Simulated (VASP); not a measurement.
GaP: G0W0 quasiparticle levels with PBE

The system is GaP.

```
Ga P
1.0
     0.00000    2.72525    2.72525
     2.72525    0.00000    2.72525
     2.72525    2.72525    0.00000
Ga P
1 1
Direct
  0.00000 0.00000 0.00000
  0.25000 0.25000 0.25000
```

| Item | Value |
| --- | --- |
| Program | VASP 6.6.1 |
| Task | G0W0 quasiparticle levels |
| Functional | PBE |
| Potentials or basis | VASP PAW PBE potentials, release 64 (Ga_d_GW, P_GW) |
| Cutoff | 420 eV |
| k mesh | 4 × 4 × 4 |
| Occupations | gaussian, width 0.01 eV |
| Spin | no spin polarisation |
| GW scheme | G0W0 |
| GW iterations | 1 |
| Cutoff of the response function | 200 |
| Frequency points | 60 |
| Empty bands | 140 |
| Further INCAR settings | ALGO = EVGW0; EDIFF = 1e-08; NBANDS = 149 |

```
Band gap on the k mesh, mean-field level : 1.63 eV, indirect (least direct gap 1.82 eV)
Quasiparticle gap                        : 2.14 eV
Least direct quasiparticle gap           : 2.72 eV
```

Levels at points of the mesh, in eV from the valence-band top:
```tsv
k point	band 6	band 7	band 8	band 9	band 10	band 11	band 12	band 13
(0.00, 0.00, 0.00)	-12.50	0.00	0.00	0.00	1.82	3.86	3.86	3.86
(0.50, 0.00, 0.00)	-10.43	-6.65	-1.12	-1.12	1.66	4.69	4.69	8.27
(0.50, 0.50, 0.00)	-9.53	-6.78	-2.69	-2.69	1.63	1.80	10.56	10.56
```

Run time: 93 s on 1 thread of Intel(R) Xeon(R) 6975P-C (Granite Rapids), on a shared host, peak memory 0.43 GiB.

Caveat: the k mesh is coarse (spacing up to 0.50 Å⁻¹), so the values aren't converged; bands, screening cutoff and mesh are small and nothing is extrapolated, so the quasiparticle values aren't converged. A k mesh can miss the band edges.
